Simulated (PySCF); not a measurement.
## Core-level binding energies of ethylene glycol

Species: ethylene glycol, C2H6O2.
Cartesian coordinates in Å at the GFN2-xTB level; atoms count from 1:
```
atom  x, y, z in Å
O1     1.3129   -0.6853    0.1543
C2     0.5513    0.4855   -0.0725
C3    -0.8899    0.0493   -0.3421
O4    -1.4519   -0.5993    0.7664
H5     2.2249   -0.4402    0.3360
H6     0.5768    1.1363    0.8119
H7     0.9335    1.0406   -0.9392
H8    -1.5119    0.9240   -0.5424
H9    -0.9000   -0.6099   -1.2218
H10   -0.8368   -1.2965    1.0268
```

Level of theory: delta-SCF UKS SCAN, pcX-2 on the ionised atom, pcseg-1 elsewhere, spin-free X2C in PySCF. Binding energies are ΔSCF values: E(core-ionised, relaxed orbitals) − E(ground state) at a fixed geometry, referred to the vacuum level.

**Question.** What binding energy does each computed site have?

**Answer.** 
```tsv
atom(s)	bonded to	level	binding energy (eV)	count
C2/C3	O, C and 2 H	C 1s	292.37	2
O1/O4	C and H	O 1s	539.12	2
```

**Question.** What is the longest wavelength that can ionise O 1s of O1/O4 vertically?

**Answer.** λ = hc/E = 12398.42 eV Å / 539.12 eV = 22.998 Å.

**Question.** Which photon energy gives electrons from O 1s of O1/O4 a kinetic energy of 200 eV, and what is their de Broglie wavelength?

**Answer.** hν = 539.12 + 200 = 739.12 eV, recoil neglected; λ = 12.264 Å/√(E/eV) = 0.87 Å.

Topologically equivalent atoms share the value of their first member; where this conformer doesn't relate them by symmetry, their own values could differ. Geometry: GFN2-xTB, one conformer, isolated molecule.
